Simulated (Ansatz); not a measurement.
Runs of Ansatz 0.2.0 on BaS. The structure is cubic, space group Fm-3m (No. 225). Conventional cell: a = 6.388 Å, b = 6.388 Å, c = 6.388 Å, α = 90.00°, β = 90.00°, γ = 90.00°. Ba (site symmetry m-3m) is surrounded by 6 S at 3.19 Å. S (site symmetry m-3m) is surrounded by 6 Ba at 3.19 Å. 

| task | level | cell | k mesh | cutoff (eV) | smearing | basis error allowed | gap on the mesh (eV) | pressure (GPa) | relaxed volume (Å³/atom) |
| --- | --- | --- | --- | --- | --- | --- | --- | --- | --- |
| elastic constants | PBEsol | as given | 5 × 5 × 5 | 145 | fermi-dirac 0.05 eV | 0.001 eV/atom | 2.19 | -1.1 | - |
| single point | PBE | as given | 7 × 7 × 7 | 137 | gaussian 0.024 eV | 0.001 eV/atom | 2.26 | 0.8 | - |
| relaxation of cell and atoms | PBE | relaxed | 7 × 7 × 7 | - | fermi-dirac 0.05 eV | 0.001 eV/atom | 2.29 | 0.0 | 33.21 |
| band structure | revPBE | as given | 7 × 7 × 7 | 137 | fermi-dirac 0.05 eV | 0.001 eV/atom | 2.37 | (b) | - |
| single point | PBE | as given | 5 × 5 × 5 | 115 | fermi-dirac 0.03 eV | 0.004 eV/atom | (a) | 0.8 | - |
| relaxation of cell and atoms | BLYP+D4 | relaxed | 7 × 7 × 7 | - | fermi-dirac 0.05 eV | 0.001 eV/atom | 2.37 | 0.0 | 33.18 |

Alike in all rows: potentials or basis all-electron LAPW, scalar-relativistic; no spin polarisation.

Question: Estimate the missing entries.

Answer: (a) 2.32; (b) 2.0.

Caveats: spin-orbit coupling is left out, which moves the levels of the heavy elements; an odd mesh through Γ misses points on the zone boundary, where band edges often lie (some runs).

A k mesh can miss the band edges, and the runs leave out spin-orbit coupling on Ba.

The runs don't all hold the same shells in valence.
